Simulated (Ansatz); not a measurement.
# HfO2: the cost of one run

Method: DFT PBE, scalar-relativistic, plane waves, PAW, in Ansatz 0.2.0.

2 further runs of the same task are left out: 2 set aside as unsound or not needed. Runs told in other sessions of the task aren't counted.

### Step 1. Starting point

The cell holds 18 atoms (Hf6O12): a = 5.914 Å, b = 6.170 Å, c = 5.666 Å, α = 90.57°, β = 90.53°, γ = 88.22°.

It is the last frame of an earlier stage of the same melt, run at 1440 K.

Its coordinates follow in the input file.

### Step 2. Langevin stage at 300 K

One k point, a Fermi-Dirac width of 0.050 eV and a fixed cell.

Input file input.yaml:

```yaml
crystal:
  lattice:
    - [5.913382, 0.093665, -0.026317]
    - [0.093665, 6.169229, -0.029352]
    - [-0.026317, -0.029352, 5.666068]
  atoms:
    - { symbol: Hf, position: [0.2609281203, 0.2560913699, 0.8483165868] }
    - { symbol: Hf, position: [0.7872041381, 0.0024993094, 0.7982731168] }
    - { symbol: Hf, position: [0.6651513585, 0.5880900317, 0.0746645586] }
    - { symbol: Hf, position: [0.4242452868, 0.0648827496, 0.3726236851] }
    - { symbol: Hf, position: [0.8955837702, 0.2120320853, 0.3005660978] }
    - { symbol: Hf, position: [0.1320162183, 0.6437203297, 0.5825521546] }
    - { symbol: O, position: [0.1608988285, 0.075471457, 0.1113461744] }
    - { symbol: O, position: [0.0278121413, 0.9612579056, 0.5313037821] }
    - { symbol: O, position: [0.6735876249, 0.2112723183, 0.5520300161] }
    - { symbol: O, position: [0.7862525532, 0.6655713065, 0.7787747138] }
    - { symbol: O, position: [0.4490524093, 0.9424734088, 0.7172476893] }
    - { symbol: O, position: [0.2195417481, 0.3372587599, 0.4899751003] }
    - { symbol: O, position: [0.897169386, 0.5287334181, 0.299960018] }
    - { symbol: O, position: [0.6876522699, 0.9670020346, 0.1580544549] }
    - { symbol: O, position: [0.9037891459, 0.2911545686, 0.940687417] }
    - { symbol: O, position: [0.3961191058, 0.7033990224, 0.3250062091] }
    - { symbol: O, position: [0.2319407347, 0.58130594, 0.8887551096] }
    - { symbol: O, position: [0.4882679806, 0.3055262434, 0.1235410384] }
  symmetry: { detect: false }
basis:
  ecutwfc: 420
  xc_grid: 1
kpoints:
  mp_grid: { grid: [1, 1, 1], shift: [0.0, 0.0, 0.0] }
hamiltonian:
  xc: pbe
scf:
  occupations: { method: fermi_dirac, width: 0.05 }
  lower_state_search: "off"
  convergence: { dr2_threshold: 1.0e-05 }
output:
  forces: true
  stress: true
md:
  timestep: 2.0
  n_steps: 100
  ensemble: nvt_langevin
  friction: 0.015
  temperature: 300.0
  initial_velocities: maxwell_boltzmann
  seed: 48803
```

Command:

```
$ ansatz run input.yaml --threads 2 --pin off --max-ram 5120MiB --backend cpu --events-out ev --progress --plain --runs-dir out
```

What time and memory should one allow on 2 threads of Intel Xeon at 2.70GHz, shared host?

About 1.8 min, with a peak of 0.41 GiB.
